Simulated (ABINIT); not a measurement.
# Converging GW for AlN (P6_3mc) in ABINIT

Wanted: a converged G0W0 gap of AlN (P6_3mc), or an estimate of the limit.

Main program and level: ABINIT 10.8.3; PBE and many-body steps on it, plane waves.

The database entry behind the starting cell differs from later determinations by our own check (inner coordinate u about 0.002 short), so it need not match the best structure at ambient conditions.

### Step 1. The starting structure

Symmetry: P6_3mc, No. 186, hexagonal system. The conventional cell has a = 3.113 Å, b = 3.113 Å, c = 4.981 Å, α = 90.00°, β = 90.00°, γ = 120.00°. Nearest to Al lie 4 N at 1.89 Å. N has 4 Al at 1.89 Å nearest. Farther neighbours and most contacts between anions are not listed.

The cell and positions come from the Crystallography Open Database and are kept as given unless a step says otherwise.

### Step 2. Empty states on the mesh, 6×6×4 mesh, 775 bands

This step: ABINIT 10.8.3; DFT, PBE, plane waves, norm-conserving pseudopotentials.

The sums over transitions need many empty states on a uniform mesh; this step solves for them.

Input file run.abi:

```
acell 3*1.0 Angstrom
rprim 
  3.113000000011 -0.000000000003 0.000000000000
  -1.556500000003 2.695937081992 0.000000000000
  0.000000000000 0.000000000000 4.981000000000
ntypat 2
znucl 13 7
natom 4
typat 1 1 2 2
xred 
  0.333333333333 0.666666666667 0.000000000000
  0.666666666667 0.333333333333 0.500000000000
  0.333333333333 0.666666666667 0.380000000000
  0.666666666667 0.333333333333 0.880000000000
pp_dirpath "pseudos"
pseudos "Al.upf, N.upf"
ecut 36
ngkpt 6 6 4
nshiftk 1
shiftk 0 0 0
kptopt 1
chksymbreak 0
irdden 1
istwfk *1
nband 775
prtvol 0
optdriver 6
gwr_task "HDIAGO"
paral_kgb 0
occopt 1
indata_prefix "in"
outdata_prefix "out"
tmpdata_prefix "tmp"
```

Launch:

```sh
OMP_NUM_THREADS=1 mpirun -n 4 abinit run.abi > log
```

The log of the run:

```text
.Version 10.8.3 of ABINIT. v10.8.2 released Aug 2026.

 Symmetries : space group P6_3 m c (#186); Bravais hP (primitive hexag.)
[... echo of the input left out ...]
== DATASET  1 ==================================================================
-   mpi_nproc: 4, omp_nthreads: 1 (-1 if OMP is not activated)

--- !DatasetInfo
iteration_state: {dtset: 1, }
dimensions: {natom: 4, nkpt: 21, mband: 775, nsppol: 1, nspinor: 1, nspden: 1, mpw: 2934, }
cutoff_energies: {ecut:  36.0, pawecutdg:  -1.0, }
[...]
Direct band gap semiconductor
 Fundamental gap:     4.220 (eV)
   VBM:     5.314 (eV) at k: [ 0.0000E+00,  0.0000E+00,  0.0000E+00]
   CBM:     9.535 (eV) at k: [ 0.0000E+00,  0.0000E+00,  0.0000E+00]
 Direct gap:         4.220 (eV) at k: [ 0.0000E+00,  0.0000E+00,  0.0000E+00]

== END DATASET(S) ==============================================================
================================================================================

 -outvars: echo values of variables after computation  --------
           etotal      0.0000000000E+00
            nband         775
             nkpt          21
          spgroup         186
 [... the other variables as echoed above ...]

 Calculation completed.
```

Run time: 2.1 min. Hardware: 4 MPI ranks of Arm Neoverse V1, shared host; peak memory 2.2 GiB; 8.3 min of CPU time.

This step gave:

```
gap                                                           : 4.220 eV
k of the valence top                                          : 0, 0, 0
k of the conduction bottom                                    : 0, 0, 0
least direct gap                                              : 4.220 eV
k points computed                                             : 21
lowest point of the top converged band, above the valence top : 382.1732 eV
```

On this mesh the gap is 4.220 eV.

The density comes from a self-consistent run that is not shown.

### Step 3. Screening, 6×6×4 mesh, 102 bands, screening to 125.2 eV

The RPA dielectric matrix is built and inverted for each q.

This step: RPA screening on PBE, plane waves, norm-conserving pseudopotentials.

Changes to run.abi since step 2:

```diff
@@ -22,10 +22,11 @@
 chksymbreak 0
-irdden 1
 istwfk *1
-nband 775
-prtvol 0
-optdriver 6
-gwr_task "HDIAGO"
-paral_kgb 0
 occopt 1
+irdwfk 1
+optdriver 3
+nband 102
+ecuteps 4.6
+inclvkb 2
+awtr 1
+symchi 1
 indata_prefix "in"
```

The log of the run:

```text
.Version 10.8.3 of ABINIT. v10.8.2 released Aug 2026.

 Symmetries : space group P6_3 m c (#186); Bravais hP (primitive hexag.)
[... echo of the input left out ...]
== DATASET  1 ==================================================================
-   mpi_nproc: 4, omp_nthreads: 1 (-1 if OMP is not activated)

--- !DatasetInfo
iteration_state: {dtset: 1, }
dimensions: {natom: 4, nkpt: 21, mband: 102, nsppol: 1, nspinor: 1, nspden: 1, mpw: 2934, }
cutoff_energies: {ecut:  36.0, pawecutdg:  -1.0, }
electrons: {nelect:   1.60000000E+01, charge:   0.00000000E+00, occopt:   1.00000000E+00, tsmear:   1.00000000E-02, }

 SCREENING: Calculation of the susceptibility and dielectric matrices

 Based on a program developped by R.W. Godby, V. Olevano, G. Onida, and L. Reining.
 Incorporated in ABINIT by V. Olevano, G.-M. Rignanese, and M. Torrent.
.Using double precision arithmetic ; gwpc =  8

[... cell and pseudopotentials left out ...]
--------------------------------------------------------------------------------

 ==== K-mesh for the wavefunctions ====
 Number of points in the irreducible wedge :    21
[... list of points left out ...]
 Together with 12 symmetry operations and time-reversal symmetry
 yields   144 points in the full Brillouin Zone.

 ==== Q-mesh for the screening function ====
 Number of points in the irreducible wedge :    21
[... list of points left out ...]
 Together with 12 symmetry operations and time-reversal symmetry
 yields   144 points in the full Brillouin Zone.

 setmesh: FFT mesh size selected  =    20x   20x   36
          total number of points  =        14400

 vcoul_init : cutoff-mode = AUXILIARY_FUNCTION
 q-points for optical limit:   1
     1)      0.000010    0.000020    0.000030

- screening: taking advantage of time-reversal symmetry
- Maximum band index for partially occupied states nbvw = 8
- Remaining bands to be divided among processors   nbcw = 94
- Number of bands treated by each node ~23

 Number of electrons calculated from density =   16.0000; Expected =   16.0000
 average of density, n =  0.056718
 r_s =    1.6146
 omega_plasma =   22.9728 [eV]

 calculating chi0 at frequencies [eV] :
  1    0.000000E+00    0.000000E+00
  2    0.000000E+00    2.297283E+01

--------------------------------------------------------------------------------
  q-point number  1        q = ( 0.000000, 0.000000, 0.000000) [r.l.u.]
--------------------------------------------------------------------------------
[... chi0 elements left out ...]
 For q-point:  0.000010 0.000020 0.000030
  dielectric constant =   4.2282
  dielectric constant without local fields =   4.6411

  Average fulfillment of the sum rule on Im[epsilon] for q-point    1 :     81.01  [%]
[... wings left out ...]
  q-point number  2        q = ( 0.166667, 0.000000, 0.000000) [r.l.u.]
--------------------------------------------------------------------------------
[... chi0 elements left out ...]
  Average fulfillment of the sum rule on Im[epsilon] for q-point    2 :     89.25  [%]

 [... 19 further q-points ...]
```

The job ended after 76 s (4 MPI ranks; peak memory 1 GiB; 5 min of CPU time).

Numbers from this step:

| Item | Value |
| --- | --- |
| ε∞ with local fields, on this mesh, along the program's q direction | 4.228 |
| the same without local fields | 4.641 |
| plasma frequency | 22.97 eV |
| plane waves in the screening matrix | 135 |

Local fields lower ε∞ by 9 %.

### Step 4. 102 bands, 125.2 eV

The self-energy is evaluated for the states that the input lists, and the levels follow from it, in one-shot runs by the linearised quasiparticle equation.

This step: G0W0 on PBE, plane waves, norm-conserving pseudopotentials.

Changes to run.abi since step 3:

```diff
@@ -25,8 +25,21 @@
 irdwfk 1
-optdriver 3
+optdriver 4
 nband 102
+gwcalctyp 0
+ecutsigx 36
+symsigma 1
+nkptgw 4
+kptgw 
+  0.0000000000 0.0000000000 0.0000000000
+  0.5000000000 0.0000000000 0.0000000000
+  0.0000000000 0.0000000000 0.5000000000
+  0.5000000000 0.0000000000 0.5000000000
+bdgw 
+  6 10
+  7 10
+  5 10
+  7 10
 ecuteps 4.6
-inclvkb 2
-awtr 1
-symchi 1
+irdscr 1
+ppmodel 1
 indata_prefix "in"
```

The log of the run:

```text
.Version 10.8.3 of ABINIT. v10.8.2 released Aug 2026.

 Symmetries : space group P6_3 m c (#186); Bravais hP (primitive hexag.)
[... echo of the input left out ...]
== DATASET  1 ==================================================================
-   mpi_nproc: 4, omp_nthreads: 1 (-1 if OMP is not activated)

--- !DatasetInfo
iteration_state: {dtset: 1, }
dimensions: {natom: 4, nkpt: 21, mband: 102, nsppol: 1, nspinor: 1, nspden: 1, mpw: 2934, }
cutoff_energies: {ecut:  36.0, pawecutdg:  -1.0, }
electrons: {nelect:   1.60000000E+01, charge:   0.00000000E+00, occopt:   1.00000000E+00, tsmear:   1.00000000E-02, }

 SIGMA: Calculation of the GW corrections

 Based on a program developped by R.W. Godby, V. Olevano, G. Onida, and L. Reining.
 Incorporated in ABINIT by V. Olevano, G.-M. Rignanese, and M. Torrent.
.Using double precision arithmetic ; gwpc =  8

[... cell and pseudopotentials left out ...]
--------------------------------------------------------------------------------

 ==== K-mesh for the wavefunctions ====
 Number of points in the irreducible wedge :    21
[... list of points left out ...]
 Together with 12 symmetry operations and time-reversal symmetry
 yields   144 points in the full Brillouin Zone.

 ==== Q-mesh for screening function ====
 Number of points in the irreducible wedge :    21
[... list of points left out ...]
 Together with 12 symmetry operations and time-reversal symmetry
 yields   144 points in the full Brillouin Zone.

 vcoul_init : cutoff-mode = AUXILIARY_FUNCTION
 q-points for optical limit:   1
     1)      0.000010    0.000020    0.000030
 setmesh: FFT mesh size selected  =    27x   27x   54
          total number of points  =        39366

 Number of electrons calculated from density =   16.0000; Expected =   16.0000
 average of density, n =  0.056718
 r_s =    1.6146
 omega_plasma =   22.9728 [eV]

 === KS Band Gaps ===
  >>>> For spin  1
   Minimum direct gap =   4.2205 [eV], located at k-point      :   0.0000  0.0000  0.0000
   Fundamental gap    =   4.2205 [eV], Top of valence bands at :   0.0000  0.0000  0.0000
                                       Bottom of conduction at :   0.0000  0.0000  0.0000
 SIGMA fundamental parameters:
 PLASMON POLE MODEL  1
 number of plane-waves for SigmaX                 2863
 number of plane-waves for SigmaC and W            135
 number of plane-waves for wavefunctions          2863
 number of bands                                   102
 number of independent spin polarizations            1
 number of spinorial components                      1
 number of k-points in IBZ                          21
 number of q-points in IBZ                          21
 number of symmetry operations                      12
 number of k-points in BZ                          144
 number of q-points in BZ                          144
 number of frequencies for dSigma/dE                 9
 frequency step for dSigma/dE [eV]                0.25
 number of omega for Sigma on real axis              0
 max omega for Sigma on real axis  [eV]           0.00
 zcut for avoiding poles [eV]                     0.10

 EPSILON^-1 parameters (SCR file):
 dimension of the eps^-1 matrix on file            135
 dimension of the eps^-1 matrix used               135
 number of plane-waves for wavefunctions          2863
 number of bands                                   102
 number of q-points in IBZ                          21
 number of frequencies                               2
 number of real frequencies                          1
 number of imag frequencies                          1

 matrix elements of self-energy operator (all in [eV])

 Perturbative Calculation

--- !SelfEnergy_ee
iteration_state: {dtset: 1, }
kpoint     : [   0.000,    0.000,    0.000, ]
spin       : 1
KS_gap     :    4.220
QP_gap     :    5.526
Delta_QP_KS:    1.305
data: !SigmaeeData |
     Band     E0 <VxcDFT>   SigX SigC(E0)      Z dSigC/dE  Sig(E)    E-E0       E
        6   5.135 -16.968 -20.992   3.219   0.790  -0.266 -17.604  -0.636   4.498
        7   5.135 -16.968 -20.992   3.219   0.790  -0.266 -17.604  -0.636   4.498
        8   5.314 -17.078 -21.024   3.187   0.790  -0.265 -17.678  -0.600   4.714
        9   9.535 -12.527  -8.048  -3.619   0.820  -0.219 -11.822   0.705  10.240
       10  11.990 -10.836  -5.799  -4.171   0.828  -0.207 -10.119   0.717  12.707

--- !SelfEnergy_ee
iteration_state: {dtset: 1, }
kpoint     : [   0.500,    0.000,    0.000, ]
spin       : 1
KS_gap     :    6.484
QP_gap     :    7.932
Delta_QP_KS:    1.448
data: !SigmaeeData |
     Band     E0 <VxcDFT>   SigX SigC(E0)      Z dSigC/dE  Sig(E)    E-E0       E
        7   3.548 -14.921 -19.319   3.228   0.789  -0.267 -15.844  -0.923   2.625
[...]
--- !SelfEnergy_ee
iteration_state: {dtset: 1, }
kpoint     : [   0.000,    0.000,    0.500, ]
spin       : 1
KS_gap     :    6.981
QP_gap     :    8.584
Delta_QP_KS:    1.602
data: !SigmaeeData |
     Band     E0 <VxcDFT>   SigX SigC(E0)      Z dSigC/dE  Sig(E)    E-E0       E
[...]
--- !SelfEnergy_ee
iteration_state: {dtset: 1, }
kpoint     : [   0.500,    0.000,    0.500, ]
spin       : 1
KS_gap     :    6.686
QP_gap     :    8.131
Delta_QP_KS:    1.446
data: !SigmaeeData |
     Band     E0 <VxcDFT>   SigX SigC(E0)      Z dSigC/dE  Sig(E)    E-E0       E
[...]
8   3.965 -15.852 -20.275   3.345   0.788  -0.269 -16.702  -0.850   3.115
        9  10.650 -10.137  -5.517  -3.903   0.831  -0.203  -9.541   0.596  11.246
       10  10.650 -10.137  -5.517  -3.903   0.831  -0.203  -9.541   0.596  11.246

== END DATASET(S) ==============================================================
================================================================================

 -outvars: echo values of variables after computation  --------
           etotal      0.0000000000E+00
            nband         102
             nkpt          21
          spgroup         186
 [... the other variables as echoed above ...]

 Calculation completed.
```

Run time: 17 s. Hardware: 4 MPI ranks; peak memory 0.97 GiB.

This step gave:

```
G0W0 gap on the mesh                         : 5.526 eV
starting gap on the mesh                     : 4.220 eV
k of the valence top                         : 0, 0, 0
k of the conduction bottom                   : 0, 0, 0
Z at the valence top                         : 0.79
Z at the conduction bottom                   : 0.82
least direct G0W0 gap on the computed points : 5.526 eV
```

The gap on the mesh goes from 4.22 eV to 5.53 eV, a correction of +1.31 eV.

### Step 5. Screening, 6×6×4 mesh, 158 bands, screening to 170.3 eV

This step: RPA screening on PBE, plane waves, norm-conserving pseudopotentials.

Changes to run.abi since step 4:

```diff
@@ -25,21 +25,8 @@
 irdwfk 1
-optdriver 4
-nband 102
-gwcalctyp 0
-ecutsigx 36
-symsigma 1
-nkptgw 4
-kptgw 
-  0.0000000000 0.0000000000 0.0000000000
-  0.5000000000 0.0000000000 0.0000000000
-  0.0000000000 0.0000000000 0.5000000000
-  0.5000000000 0.0000000000 0.5000000000
-bdgw 
-  6 10
-  7 10
-  5 10
-  7 10
-ecuteps 4.6
-irdscr 1
-ppmodel 1
+optdriver 3
+nband 158
+ecuteps 6.26
+inclvkb 2
+awtr 1
+symchi 1
 indata_prefix "in"
```

The log of the run:

```text
.Version 10.8.3 of ABINIT. v10.8.2 released Aug 2026.

 Symmetries : space group P6_3 m c (#186); Bravais hP (primitive hexag.)
[... echo of the input left out ...]
== DATASET  1 ==================================================================
-   mpi_nproc: 4, omp_nthreads: 1 (-1 if OMP is not activated)

--- !DatasetInfo
iteration_state: {dtset: 1, }
dimensions: {natom: 4, nkpt: 21, mband: 158, nsppol: 1, nspinor: 1, nspden: 1, mpw: 2934, }
cutoff_energies: {ecut:  36.0, pawecutdg:  -1.0, }
electrons: {nelect:   1.60000000E+01, charge:   0.00000000E+00, occopt:   1.00000000E+00, tsmear:   1.00000000E-02, }

 SCREENING: Calculation of the susceptibility and dielectric matrices

 Based on a program developped by R.W. Godby, V. Olevano, G. Onida, and L. Reining.
 Incorporated in ABINIT by V. Olevano, G.-M. Rignanese, and M. Torrent.
.Using double precision arithmetic ; gwpc =  8

[... cell and pseudopotentials left out ...]
--------------------------------------------------------------------------------

 ==== K-mesh for the wavefunctions ====
 Number of points in the irreducible wedge :    21
[... list of points left out ...]
 Together with 12 symmetry operations and time-reversal symmetry
 yields   144 points in the full Brillouin Zone.

 ==== Q-mesh for the screening function ====
 Number of points in the irreducible wedge :    21
[... list of points left out ...]
 Together with 12 symmetry operations and time-reversal symmetry
 yields   144 points in the full Brillouin Zone.

 setmesh: FFT mesh size selected  =    20x   20x   36
          total number of points  =        14400

 vcoul_init : cutoff-mode = AUXILIARY_FUNCTION
 q-points for optical limit:   1
     1)      0.000010    0.000020    0.000030

- screening: taking advantage of time-reversal symmetry
- Maximum band index for partially occupied states nbvw = 8
- Remaining bands to be divided among processors   nbcw = 150
- Number of bands treated by each node ~37

 Number of electrons calculated from density =   16.0000; Expected =   16.0000
 average of density, n =  0.056718
 r_s =    1.6146
 omega_plasma =   22.9728 [eV]

 calculating chi0 at frequencies [eV] :
  1    0.000000E+00    0.000000E+00
  2    0.000000E+00    2.297283E+01

--------------------------------------------------------------------------------
  q-point number  1        q = ( 0.000000, 0.000000, 0.000000) [r.l.u.]
--------------------------------------------------------------------------------
[... chi0 elements left out ...]
 For q-point:  0.000010 0.000020 0.000030
  dielectric constant =   4.2171
  dielectric constant without local fields =   4.6423

  Average fulfillment of the sum rule on Im[epsilon] for q-point    1 :     88.27  [%]
[... wings left out ...]
  q-point number  2        q = ( 0.166667, 0.000000, 0.000000) [r.l.u.]
--------------------------------------------------------------------------------
[... chi0 elements left out ...]
  Average fulfillment of the sum rule on Im[epsilon] for q-point    2 :     93.29  [%]

 [... 19 further q-points ...]
```

Wall time 2.5 min (4 MPI ranks); peak memory 1.4 GiB; 10 min of CPU time.

This step gave:

```
ε∞ with local fields, on this mesh, along the program's q direction : 4.217
the same without local fields                                       : 4.642
plasma frequency                                                    : 22.97 eV
plane waves in the screening matrix                                 : 221
```

(Part 1 of 2 ends here.)

[Paths, hosts, dates, memory and timing lines, banners, echoed tables and standing remarks are left out of the program output.]

[Logs are printed without paths, hosts, clocks, repeated set-up lines and the standing remarks that a program may print on its own settings, such as how far it seeks lower states.]

[Runs of the session that timed out or met a known fault of the program may be left out.]

[Hosts, paths, dates, database ids (printed as entryN), source tags and the programs' standing remarks are cut or masked in the printed files.]

[G0W0 gaps are taken among the corrected bands and points alone; a level outside them can change the order at an edge.]

[Where Ansatz stands beside ABINIT at settings called matched, ABINIT's density can come from a denser mesh and the files from another edition; pairs whose starting gaps differed by over 0.03 eV were left out, so agreement reads better than it is.]
